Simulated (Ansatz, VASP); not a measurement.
Two plane-wave programs on GaP

```
CELL_PARAMETERS angstrom
0.00000 2.72581 2.72581
2.72581 0.00000 2.72581
2.72581 2.72581 0.00000
ATOMIC_POSITIONS crystal
Ga 0.00000 0.00000 0.00000
P 0.25000 0.25000 0.25000
```

The cell is a database's computed one.

Alike in both runs: task relaxation of cell and atoms; functional PBE; k mesh 8 × 8 × 8; occupations gaussian, width 0.02 eV; no spin polarisation.

|  | VASP | Ansatz |
| --- | --- | --- |
| version | VASP 6.6.1 | Ansatz 0.2.0 |
| potentials or method | VASP PAW PBE potentials, release 64 (Ga_d, P) | scalar-relativistic, plane waves, PAW |
| plane-wave cutoff (eV) | 600 | 420 |
| valence electrons in the cell | 18 | 18 |

```csv
,VASP,Ansatz,Ansatz less VASP
"gap on the k mesh at the Fermi level, each at its own relaxed structure (eV)",1.58,1.58,+0.004
relaxed volume (Å³/atom),20.86,20.86,-0.002
relaxed cell length with the largest relative difference (Å),3.893,3.893,-0.0001
energy change over the relaxation (meV/atom),-4,-5,-0.1
```

A k mesh can miss the band edges. As with any semilocal functional, this PBE gap is likely too small.
